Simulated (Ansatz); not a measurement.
Crystal: P.

```
P
1.0
     1.72573    0.99635    3.12968
    -1.72573    0.99635    3.12968
     0.00000   -1.99270    3.12968
P
2
Cartesian
  0.0000 0.0000 7.2570
  0.0000 0.0000 2.1321
```

This isn't the form of P at room conditions, which is orthorhombic.

```yaml
Program: Ansatz 0.2.0
Task: single point
Functional: PBEsol
Potentials_or_basis: all-electron LAPW, scalar-relativistic
Cutoff: 220 eV (chosen from the basis error)
Basis_error_allowed: 0.001 eV/atom
k_mesh: 9 × 9 × 9
Occupations: fermi-dirac, width 0.05 eV
Spin: no spin polarisation
```

On this cell: pressure -1.8 GPa; largest force 0.263 eV/Å; band gap on the k mesh none (metal or under the smearing width).

The same run follows on a disturbed copy (atoms moved at random, drawn with an rms of 0.05 Å):

```
P
1.0
     1.72573    0.99635    3.12968
    -1.72573    0.99635    3.12968
     0.00000   -1.99270    3.12968
P
2
Direct
  0.76363 0.77121 0.76339
  0.22196 0.22899 0.22684
```

Question: What does the disturbed cell give?

Answer: The energy (extrapolated to zero smearing) moves by -1.3 meV/atom; pressure -3.4 GPa; largest force 0.172 eV/Å; band gap on the k mesh none (metal or under the smearing width).

Forces on the atoms (eV/Å):
```
P    0.003 -0.042  0.167
P   -0.003  0.042 -0.167
```

Stress tensor (GPa, compression positive):
```
-2.53 -0.01 -0.01
-0.01 -2.64  0.16
-0.01  0.16 -5.00
```
